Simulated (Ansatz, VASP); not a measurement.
# Pt in VASP and in Ansatz

```xyz
12
Lattice="3.6770 2.1229 5.2574 -3.6770 2.1229 5.2574 0.0000 -4.2458 5.2574" Properties=species:S:1:pos:R:3 pbc="T T T"
Pt   -2.3534    1.3588    3.7050
Pt    0.0000   -2.7175    3.7050
Pt    2.3534    1.3588    3.7050
Pt    2.3534   -1.3588   12.0670
Pt   -2.3534   -1.3588   12.0670
Pt    0.0000    2.7175   12.0670
Pt   -1.2515    0.7226    5.8931
Pt    0.0000   -1.4451    5.8931
Pt    1.2515    0.7226    5.8931
Pt    1.2515   -0.7226    9.8790
Pt   -1.2515   -0.7226    9.8790
Pt    0.0000    1.4451    9.8790
```

Alike in both runs: functional PBEsol; k mesh 6 × 6 × 6; occupations gaussian, width 0.1 eV; no spin polarisation.

Ansatz relaxed the structure, and its values are those at the end. VASP's run is a single point on that final structure, the one shown.

|  | VASP | Ansatz |
| --- | --- | --- |
| version | VASP 6.6.1 | Ansatz 0.2.0 |
| potentials or method | VASP PAW PBE potentials, release 64 (Pt) | scalar-relativistic, plane waves, PAW |
| plane-wave cutoff (eV) | 520 | 420 |
| valence electrons in the cell | 120 | 216 |

VASP gave:

- gap on the k mesh at the Fermi level (eV): none
- pressure (GPa): -0.4
- rms of the force components (eV/Å): 0.006

Question: Which values does Ansatz return?

Answer: gap on the k mesh at the Fermi level (eV): none; pressure (GPa): 0.0; rms of the force components (eV/Å): 0.002.

A gap of «none» marks a metal or a gap that the smearing closes. The two sets of potentials don't hold the same shells in valence.

Caveats: the PAW data sets were made with another functional, which shifts forces and pressure a little (VASP). The runs have no spin-orbit coupling, so splittings on Pt are missing.
